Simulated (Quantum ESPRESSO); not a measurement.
# As (Pm-3m) in Quantum ESPRESSO: notebook, part 2 of 3

Quantum ESPRESSO 7.5. The steps go on from the part before.

### Step 3. Phonons, WC

Contents of pw.in:

```
&CONTROL
  calculation = 'scf'
  prefix = 'pwscf'
  outdir = './tmp'
  pseudo_dir = './pseudo'
  tprnfor = .true.
  tstress = .true.
  disk_io = 'low'
/
&SYSTEM
  ibrav = 0
  nat = 1
  ntyp = 1
  ecutwfc = 45
  ecutrho = 360
  nbnd = 7
  input_dft = 'wc'
  occupations = 'smearing'
  smearing = 'mv'
  degauss = 0.01469973
/
&ELECTRONS
  conv_thr = 2d-10
  electron_maxstep = 120
  mixing_beta = 0.5
/
ATOMIC_SPECIES
As    74.9216 as_pbe_v1.uspp.F.UPF
CELL_PARAMETERS angstrom
   2.7036817444    0.0000000000    0.0000000000
   0.0000000000    2.7036817444    0.0000000000
   0.0000000000    0.0000000000    2.7036817444
ATOMIC_POSITIONS crystal
As     0.5000000000    0.5000000000    0.5000000000
K_POINTS automatic
10 10 10 0 0 0
```

Contents of relax.in:

```
&CONTROL
  calculation = 'vc-relax'
  prefix = 'pwscf'
  outdir = './tmp'
  pseudo_dir = './pseudo'
  tprnfor = .true.
  tstress = .true.
  disk_io = 'low'
  nstep = 40
  forc_conv_thr = 0.0001
  etot_conv_thr = 1d-06
/
&SYSTEM
  ibrav = 0
  nat = 1
  ntyp = 1
  ecutwfc = 45
  ecutrho = 360
  nbnd = 7
  input_dft = 'wc'
  occupations = 'smearing'
  smearing = 'mv'
  degauss = 0.01469973
/
&ELECTRONS
  conv_thr = 2d-10
  electron_maxstep = 120
  mixing_beta = 0.5
/
&IONS
  ion_dynamics = 'bfgs'
/
&CELL
  cell_dynamics = 'bfgs'
  press = 0
  press_conv_thr = 0.2
/
ATOMIC_SPECIES
As    74.9216 as_pbe_v1.uspp.F.UPF
CELL_PARAMETERS angstrom
   2.7036817444    0.0000000000    0.0000000000
   0.0000000000    2.7036817444    0.0000000000
   0.0000000000    0.0000000000    2.7036817444
ATOMIC_POSITIONS crystal
As     0.5000000000    0.5000000000    0.5000000000
K_POINTS automatic
10 10 10 0 0 0
```

Contents of scf2.in:

```
&CONTROL
  calculation = 'scf'
  prefix = 'pwscf'
  outdir = './tmp'
  pseudo_dir = './pseudo'
  tprnfor = .true.
  tstress = .true.
  disk_io = 'low'
/
&SYSTEM
  ibrav = 0
  nat = 1
  ntyp = 1
  ecutwfc = 45
  ecutrho = 360
  nbnd = 7
  input_dft = 'wc'
  occupations = 'smearing'
  smearing = 'mv'
  degauss = 0.01469973
/
&ELECTRONS
  conv_thr = 1d-13
  electron_maxstep = 120
  mixing_beta = 0.5
  startingpot = 'file'
  startingwfc = 'file'
/
ATOMIC_SPECIES
As    74.9216 as_pbe_v1.uspp.F.UPF
CELL_PARAMETERS angstrom
   2.6981831924    0.0000000000    0.0000000000
   0.0000000000    2.6981831924    0.0000000000
   0.0000000000    0.0000000000    2.6981831924
ATOMIC_POSITIONS crystal
As     0.5000000000    0.5000000000    0.5000000000
K_POINTS automatic
10 10 10 0 0 0
```

Contents of ph.in:

```
phonons of As
&INPUTPH
  prefix = 'pwscf'
  outdir = './tmp'
  tr2_ph = 1d-18
  fildyn = 'dyn'
  niter_ph = 90
  alpha_mix(1) = 0.4
/
0.0000000000 0.5000000000 0.0000000000
```

Potentials or basis: GBRV 1.5 PBE.

Run with:

```
$ OMP_NUM_THREADS=1 pw.x -in pw.in > pw.out
$ OMP_NUM_THREADS=1 pw.x -in relax.in > relax.out
$ OMP_NUM_THREADS=1 pw.x -in scf2.in > scf2.out
$ OMP_NUM_THREADS=1 ph.x -in ph.in > ph.out
```

pw.out:

```text
This program is part of the open-source Quantum ESPRESSO suite
     for quantum simulation of materials; please cite
         "P. Giannozzi et al., J. Phys.:Condens. Matter 21 395502 (2009);
         "P. Giannozzi et al., J. Phys.:Condens. Matter 29 465901 (2017);
         "P. Giannozzi et al., J. Chem. Phys. 152 154105 (2020);
     in publications or presentations arising from this work. More details at

     IMPORTANT: XC functional enforced from input :
     Exchange-correlation= WC
                           (   1   4  11   4   0   0   0)
     Any further DFT definition will be discarded
     Please, verify this is what you really want

     Message from routine setup:
     using ibrav=0 with symmetry is DISCOURAGED, use correct ibrav instead

     G-vector sticks info
     --------------------
     sticks:   dense  smooth     PW     G-vecs:    dense   smooth      PW
     Sum         749     373    121                15515     5449    1021

     Using Slab Decomposition

     bravais-lattice index     =            0
     lattice parameter (alat)  =       5.1092  a.u.
     unit-cell volume          =     133.3716 (a.u.)^3
     number of atoms/cell      =            1
     number of atomic types    =            1
     number of electrons       =         5.00
     number of Kohn-Sham states=            7
     kinetic-energy cutoff     =      45.0000  Ry
     charge density cutoff     =     360.0000  Ry
     scf convergence threshold =      2.0E-10
     mixing beta               =       0.5000
     number of iterations used =            8  plain     mixing
     Exchange-correlation= WC
                           (   1   4  11   4   0   0   0)

     celldm(1)=   5.109218  celldm(2)=   0.000000  celldm(3)=   0.000000
     celldm(4)=   0.000000  celldm(5)=   0.000000  celldm(6)=   0.000000

     crystal axes: (cart. coord. in units of alat)
               a(1) = (   1.000000   0.000000   0.000000 )
               a(2) = (   0.000000   1.000000   0.000000 )
               a(3) = (   0.000000   0.000000   1.000000 )

     reciprocal axes: (cart. coord. in units 2 pi/alat)
               b(1) = (  1.000000  0.000000  0.000000 )
               b(2) = (  0.000000  1.000000  0.000000 )
               b(3) = (  0.000000  0.000000  1.000000 )

     PseudoPot. # 1 for As read from file:
     as_pbe_v1.uspp.F.UPF
     Pseudo is Ultrasoft + core correction, Zval =  5.0
     Generated by new atomic code, or converted to UPF format
     Using radial grid of  875 points,  6 beta functions with:
                l(1) =   0
                l(2) =   0
                l(3) =   1
                l(4) =   1
                l(5) =   2
                l(6) =   2
     Q(r) pseudized with  8 coefficients,  rinner =    1.300   1.300   1.300
                                                       1.300   1.300

     atomic species   valence    mass     pseudopotential
     As                5.00    74.92160     As( 1.00)

     48 Sym. Ops., with inversion, found

   Cartesian axes

     site n.     atom                  positions (alat units)
         1        As     tau(   1) = (   0.5000000   0.5000000   0.5000000  )

     number of k points=    56  Marzari-Vanderbilt smearing, width (Ry)=  0.0147
                       cart. coord. in units 2pi/alat
        k(    1) = (   0.0000000   0.0000000   0.0000000), wk =   0.0020000
        k(    2) = (   0.0000000   0.0000000   0.1000000), wk =   0.0120000
        k(    3) = (   0.0000000   0.0000000   0.2000000), wk =   0.0120000
        k(    4) = (   0.0000000   0.0000000   0.3000000), wk =   0.0120000
        k(    5) = (   0.0000000   0.0000000   0.4000000), wk =   0.0120000
        k(    6) = (   0.0000000   0.0000000  -0.5000000), wk =   0.0060000
[... 48 lines left out ...]
        k(   55) = (   0.4000000  -0.5000000  -0.5000000), wk =   0.0120000
        k(   56) = (  -0.5000000  -0.5000000  -0.5000000), wk =   0.0020000

     Dense  grid:    15515 G-vectors     FFT dimensions: (  32,  32,  32)

     Smooth grid:     5449 G-vectors     FFT dimensions: (  24,  24,  24)

     Initial potential from superposition of free atoms

     starting charge       4.9998, renormalised to       5.0000
     Starting wfcs are    4 randomized atomic wfcs +    3 random wfcs

     Self-consistent Calculation

     iteration #  1     ecut=    45.00 Ry     beta= 0.50
     Davidson diagonalization with overlap
     ethr =  1.00E-02,  avg # of iterations =  6.0

     Threshold (ethr) on eigenvalues was too large:
     Diagonalizing with lowered threshold

     Davidson diagonalization with overlap
     ethr =  4.60E-05,  avg # of iterations =  5.0

     total energy              =     -40.11647716 Ry
     estimated scf accuracy    <       0.00230110 Ry

     iteration #  2     ecut=    45.00 Ry     beta= 0.50
     Davidson diagonalization with overlap
     ethr =  4.60E-05,  avg # of iterations =  1.0

     total energy              =     -40.11651304 Ry
     estimated scf accuracy    <       0.00057212 Ry

     iteration #  3     ecut=    45.00 Ry     beta= 0.50
     Davidson diagonalization with overlap
     ethr =  1.14E-05,  avg # of iterations =  1.4

     total energy              =     -40.11652883 Ry
     estimated scf accuracy    <       0.00000004 Ry

     iteration #  4     ecut=    45.00 Ry     beta= 0.50
     Davidson diagonalization with overlap
     ethr =  7.22E-10,  avg # of iterations =  9.6

     total energy              =     -40.11654100 Ry
     estimated scf accuracy    <          8.6E-09 Ry

     iteration #  5     ecut=    45.00 Ry     beta= 0.50
     Davidson diagonalization with overlap
     ethr =  1.72E-10,  avg # of iterations =  1.5

     total energy              =     -40.11654101 Ry
     estimated scf accuracy    <          2.0E-09 Ry

     iteration #  6     ecut=    45.00 Ry     beta= 0.50
     Davidson diagonalization with overlap
     ethr =  4.01E-11,  avg # of iterations =  2.7

     End of self-consistent calculation

          k = 0.0000 0.0000 0.0000 (   691 PWs)   bands (ev):

    -6.8655  12.3159  12.3159  12.3159  16.7684  16.7684  18.5329

          k = 0.0000 0.0000 0.1000 (   695 PWs)   bands (ev):

    -6.6814  10.2509  12.4765  12.4765  16.9403  17.9256  19.9571

          k = 0.0000 0.0000 0.2000 (   683 PWs)   bands (ev):
[... 65 lines left out ...]
    -1.6607   4.3047   4.6331  12.2134  16.1647  23.1962  26.0273

          k = 0.0000 0.4000-0.5000 (   678 PWs)   bands (ev):

    -1.0689   3.4715   4.8967  11.3976  16.4514  24.0534  25.5431

          k = 0.0000-0.5000-0.5000 (   680 PWs)   bands (ev):

    -0.4533   3.8839   3.8839  10.5862  16.7314  24.9716  26.0400

          k = 0.1000 0.1000 0.1000 (   697 PWs)   bands (ev):

    -6.3132  10.4249  10.4249  10.9544  19.7288  19.7289  20.6680

          k = 0.1000 0.1000 0.2000 (   689 PWs)   bands (ev):

    -5.7712   7.4983  10.8977  11.3147  20.2080  20.6959  23.5021
[... 43 lines left out ...]
    -1.4746   4.4718   4.8048  12.3913  14.5900  22.5470  23.1598

          k = 0.1000 0.4000-0.5000 (   674 PWs)   bands (ev):

    -0.8816   3.6408   5.0640  11.5841  14.9288  22.2075  23.3685

          k = 0.1000-0.5000-0.5000 (   676 PWs)   bands (ev):

    -0.2642   4.0511   4.0511  10.7762  15.2635  22.7655  22.7656

          k = 0.2000 0.2000 0.2000 (   690 PWs)   bands (ev):

    -4.6866   8.2348   8.2348   9.1555  21.0011  22.9826  22.9826

          k = 0.2000 0.2000 0.3000 (   683 PWs)   bands (ev):

    -3.8307   5.6928   8.9475   9.7256  19.0973  20.3371  23.2857
[... 23 lines left out ...]
    -0.9237   4.9525   5.3004  11.7467  12.9739  19.5127  19.8981

          k = 0.2000 0.4000-0.5000 (   678 PWs)   bands (ev):

    -0.3258   4.1285   5.5452  12.1349  12.1648  18.9342  20.2520

          k = 0.2000-0.5000-0.5000 (   680 PWs)   bands (ev):

     0.2985   4.5319   4.5319  11.3398  12.5342  19.5017  19.5018

          k = 0.3000 0.3000 0.3000 (   672 PWs)   bands (ev):

    -2.1103   6.9171   6.9171   8.0571  17.0801  18.3765  18.3766

          k = 0.3000 0.3000 0.4000 (   680 PWs)   bands (ev):

    -1.0874   5.0205   7.6620   8.6776  15.3581  16.4359  18.9986
[... 7 lines left out ...]
    -0.0424   5.6677   6.0339   9.0707  13.7959  16.8298  17.1880

          k = 0.3000 0.4000-0.5000 (   668 PWs)   bands (ev):

     0.5693   4.8579   6.2543   9.4593  13.0060  16.2211  17.5615

          k = 0.3000-0.5000-0.5000 (   668 PWs)   bands (ev):

     1.2129   5.2469   5.2469   9.8107  12.2477  16.7909  16.7909

          k = 0.4000 0.4000 0.4000 (   672 PWs)   bands (ev):

     1.0317   6.4115   6.4115   7.2921  14.4090  15.2462  15.2462

          k = 0.4000 0.4000-0.5000 (   674 PWs)   bands (ev):

     1.6795   5.6238   6.7633   7.4523  13.8462  14.4950  15.6110

          k = 0.4000-0.5000-0.5000 (   676 PWs)   bands (ev):

     2.3753   5.9901   5.9901   7.5043  13.3790  14.8491  14.8492

          k =-0.5000-0.5000-0.5000 (   672 PWs)   bands (ev):

     3.1494   6.3413   6.3413   6.3413  14.0984  14.0984  14.0984

     the Fermi energy is     8.0674 ev

!    total energy              =     -40.11654101 Ry
     estimated scf accuracy    <          1.5E-11 Ry
     smearing contrib. (-TS)   =       0.00011707 Ry
     internal energy E=F+TS    =     -40.11665808 Ry

     The total energy is F=E-TS. E is the sum of the following terms:
     one-electron contribution =       4.67306155 Ry
     hartree contribution      =       0.49835923 Ry
     xc contribution           =     -31.40485120 Ry
     ewald contribution        =     -13.88322766 Ry

     convergence has been achieved in   6 iterations

     Forces acting on atoms (cartesian axes, Ry/au):

     atom    1 type  1   force =     0.00000000    0.00000000    0.00000000

     Total force =     0.000000     Total SCF correction =     0.000000

     Computing stress (Cartesian axis) and pressure

          total   stress  (Ry/bohr**3)                   (kbar)     P=       -5.57
  -0.00003785   0.00000000   0.00000000           -5.57        0.00        0.00
   0.00000000  -0.00003785   0.00000000            0.00       -5.57        0.00
   0.00000000   0.00000000  -0.00003785            0.00        0.00       -5.57

=------------------------------------------------------------------------------=
   JOB DONE.
=------------------------------------------------------------------------------=
```

Wall time 58 s (1 thread of Arm Neoverse V2, shared host); peak memory 0.09 GiB.

Results:

```yaml
Free_energy: -545.8135 eV
Relaxed_volume: 19.64 Å³/atom
Relaxed_cell: a = 2.698 Å, b = 2.698 Å, c = 2.698 Å, α = 90.00°, β = 90.00°, γ = 90.00°
Space_group_after_relaxing_to_0.05_Å: Pm-3m (No. 221)
Pressure_after_relaxing: 0.0 GPa
Band_gap_on_the_k_mesh: none (metal or under the smearing width)
Highest_phonon_frequency_at_the_q_point_run: 92 cm⁻¹
```

The path:
```tsv
step	energy change (eV)	largest force (eV/Å)	pressure (GPa)	volume (Å³)
1	0.0000	0.0000	-0.56	19.76
2	-0.0001	0.0000	-0.30	19.71
3	-0.0002	0.0000	0.00	19.64
4	-0.0002	0.0000	0.00	19.64
```

Final structure:
```cif
data_structure
_symmetry_space_group_name_H-M 'P 1'
_symmetry_Int_Tables_number 1
_cell_length_a 2.6982
_cell_length_b 2.6982
_cell_length_c 2.6982
_cell_angle_alpha 90.000
_cell_angle_beta 90.000
_cell_angle_gamma 90.000
_cell_volume 19.64
loop_
_atom_site_label
_atom_site_type_symbol
_atom_site_fract_x
_atom_site_fract_y
_atom_site_fract_z
_atom_site_occupancy
As1 As 0.50000 0.50000 0.50000 1
```

Phonon frequencies in cm⁻¹ (negative: imaginary):
| q point | frequencies |
| --- | --- |
| (0.000, 0.500, 0.000) | 65 65 92 |

Phonon modes at q = (0.000, 0.500, 0.000) in reciprocal lattice units:
```
mode  symmetry  cm⁻¹
   1       E_g    65
   2       E_g    65
   3      A_1g    92
```

Caveat: the mesh is thin for the phonons of a metal; the potentials were made for another functional, which shifts forces and pressure.

(Part 2 of 3 ends here.)
